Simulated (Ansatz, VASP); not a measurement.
**RbBr: VASP beside Ansatz**

```
Rb Br
1.0
     4.12425    0.00000    0.00000
     0.00000    4.12425    0.00000
     0.00000    0.00000    4.12425
Rb Br
1 1
Direct
  0.00000 0.00000 0.00000
  0.50000 0.50000 0.50000
```

The cell comes from a database or a generator and needn't be the stable form of this composition.

Alike in both runs: task single point; functional PBE; k mesh 6 × 6 × 6; occupations fermi-dirac, width 0.02 eV; no spin polarisation.

```csv
,VASP,Ansatz
version,VASP 6.6.1,Ansatz 0.2.0
potentials or method,"VASP PAW PBE potentials, release 64 (Rb_sv, Br)","plane waves, PAW"
plane-wave cutoff (eV),520,420
valence electrons in the cell,16,16
```

Ansatz gave:

* gap on the k mesh at the Fermi level (eV): 4.09
* pressure (GPa): 0.8

Q: Estimate VASP's values.

A: gap on the k mesh at the Fermi level (eV): 4.09; pressure (GPa): 0.9.

The functional is the same, so the differences come from potentials, cutoffs and numerics.

A k mesh can miss the band edges. Expect the measured gap to be larger: semilocal functionals such as PBE lack the derivative discontinuity.
